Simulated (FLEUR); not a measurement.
## Si: equation of state with PBE

Crystal: Si.

```xyz
1
Lattice="-1.6269 1.6269 1.3203 1.6269 -1.6269 1.3203 1.6269 1.6269 -1.3203" Properties=species:S:1:pos:R:3 pbc="T T T"
Si    0.0000    0.0000    0.0000
```

This isn't the form of Si at room conditions, which is diamond.

```
Program                  : FLEUR MaX-R8.1 (later development tree)
Task                     : equation of state
Functional               : PBE
Potentials or basis      : all-electron
Basis                    : FLAPW
Kmax                     : 4.34 1/bohr
k mesh                   : 13 × 13 × 13
Occupations              : fermi-dirac, width 0.05 eV
Spin                     : no spin polarisation
Gmax                     : 13.4 1/bohr
Muffin-tin radii         : Si 2.26 bohr
lmax                     : Si 9
lnonsphr                 : Si 9
Local orbitals a species : Si 4
```

```yaml
Equilibrium_volume: 14.51 Å³/atom
Bulk_modulus_at_fixed_shape_and_positions: 87 GPa
Pressure_derivative_of_the_bulk_modulus: "4.9 (rough: it moves with the points fitted)"
```

Energy against volume, from the lowest point:
| volume (Å³/atom) | energy (meV/atom) |
| --- | --- |
| 13.140 | 42.84 |
| 13.420 | 26.05 |
| 13.699 | 13.78 |
| 13.979 | 5.61 |
| 14.258 | 1.17 |
| 14.538 | 0.00 |
| 14.818 | 1.63 |

Caveat: the cell was scaled at fixed shape and fractional positions, which overstates the stiffness of a crystal with free parameters, most of all of layers and chains.
